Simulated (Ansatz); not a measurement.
## ZnS: deformation potentials from a series

```yaml
crystal:
  lattice:
    - [0.00000, 2.70465, 2.70465]
    - [2.70465, 0.00000, 2.70465]
    - [2.70465, 2.70465, 0.00000]
  atoms:
    - { symbol: Zn, position: [0.00000, 0.00000, 0.00000] }
    - { symbol: S, position: [0.75000, 0.75000, 0.75000] }
```

Atoms are numbered in the order listed.

The cell is COD entry 9000107, as deposited and not checked against the literature; nothing was relaxed.

Computed with DFT, PBE, all-electron LAPW, scalar-relativistic in Ansatz 0.2.0.

Sampling and basis: a Γ-centred 8×8×8 k mesh, Fermi–Dirac smearing of 0.01 eV, basis error target 0.25 meV/atom, no spin polarisation.

The cell is scaled evenly. Fractional coordinates are held (clamped ions).

Only quantities that a quadratic follows smoothly over the whole series are listed; rougher ones are left out.

| ln(V/Vcell) | direct gap at Γ (eV) | smallest gap on mesh and path (eV) |
| --- | --- | --- |
| -0.0619 | 2.372 | 2.372 |
| -0.0408 | 2.278 | 2.278 |
| -0.0202 | 2.188 | 2.188 |
| -0.0101 | 2.143 | 2.143 |
| 0.0000 | 2.100 | 2.100 |
| 0.0100 | 2.057 | 2.057 |
| 0.0198 | 2.014 | 2.014 |
| 0.0583 | 1.851 | 1.851 |

Problem. Fit the series and give the slopes at zero strain.

Solution. Least-squares fits y = p0 + p1 x + p2 x² to the rows give direct gap at Γ (eV): p1 = -4.33, p2 = 1.1; smallest gap on mesh and path (eV): p1 = -4.33, p2 = 1.1. So dEg/dln V = -4.3 eV for the direct gap at Γ, the fundamental gap of this crystal. Semilocal gaps are too small, but their slopes carry over better.

Problem. One run, at ln(V/Vcell) = 0.0392, is withheld. Predict its row.

Solution. The fits give 1.932, 1.932; the run gave 1.931, 1.931.
